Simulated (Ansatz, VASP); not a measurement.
## Two plane-wave programs on Tl

Contents of INCAR:

```
SYSTEM = Tl
ALGO = Fast ; EDIFF = 1E-8
ENCUT = 520 ; GGA = PE
ISIF = 2 ; ISMEAR = -1
LASPH = .True. ; LCHARG = .False.
LEFG = .True. ; LREAL = .False.
LWAVE = .False. ; NBANDS = 20
NELM = 100 ; PREC = Accurate
SIGMA = 0.05
```

The input KPOINTS:

```
k-points
0
Gamma
  11 11 6
  0 0 0
```

Contents of POSCAR:

```
Tl
1.0
    3.4902183875      0.0000000000      0.0000000000
   -1.7451091938      3.0226177884      0.0000000000
    0.0000000000      0.0000000000      5.5797065281
Tl
2
Direct
    0.3333333333      0.6666666667      0.2500000000
    0.6666666667      0.3333333333      0.7500000000
```

Input for Ansatz:

```yaml
crystal:
  lattice:
    - [3.4902183875, 0.0, 0.0]
    - [-1.7451091938, 3.0226177884, 0.0]
    - [0.0, 0.0, 5.5797065281]
  atoms:
    - { symbol: Tl, position: [0.3333333333, 0.6666666667, 0.25] }
    - { symbol: Tl, position: [0.6666666667, 0.3333333333, 0.75] }
kpoints:
  mp_grid: { grid: [11, 11, 6] }
scf:
  occupations: { method: fermi_dirac, width: 0.05 }
hamiltonian:
  xc: pbe
  pseudopotentials: { kind: paw }
output:
  forces: true
  stress: true
  eigenvalues: true
  efg: { contact_densities: true }
  write_density: true
  write_potential: true
  elf: true
  volumetric_format: npy
```

Change from the starting cell: volume scaled by 1.03, PAW files.

Alike in both runs: task electric field gradients; functional PBE; k mesh 11 × 11 × 6; occupations fermi-dirac, width 0.05 eV; no spin polarisation.

|  | VASP | Ansatz |
| --- | --- | --- |
| version | VASP 6.6.1 | Ansatz 0.2.0 |
| potentials or method | VASP PAW PBE potentials, release 64 (Tl_d) | PAW with Ansatz's default frozen-core files, scalar-relativistic |
| plane-wave cutoff (eV) | 520 | 420 |
| valence electrons in the cell | 26 | 26 |

VASP gave:

- pressure (GPa): 2.0
- Vzz of the field gradient on the site that differs most (V/Å²): -21.4

**Question.** Estimate Ansatz's values.

**Answer.** Pressure (GPa): 2.0; Vzz of the field gradient on the site that differs most (V/Å²): -22.0.

Ansatz warned: «gradients_without_spin_orbit».

Spin-orbit coupling is left out, which matters for the levels of Tl.
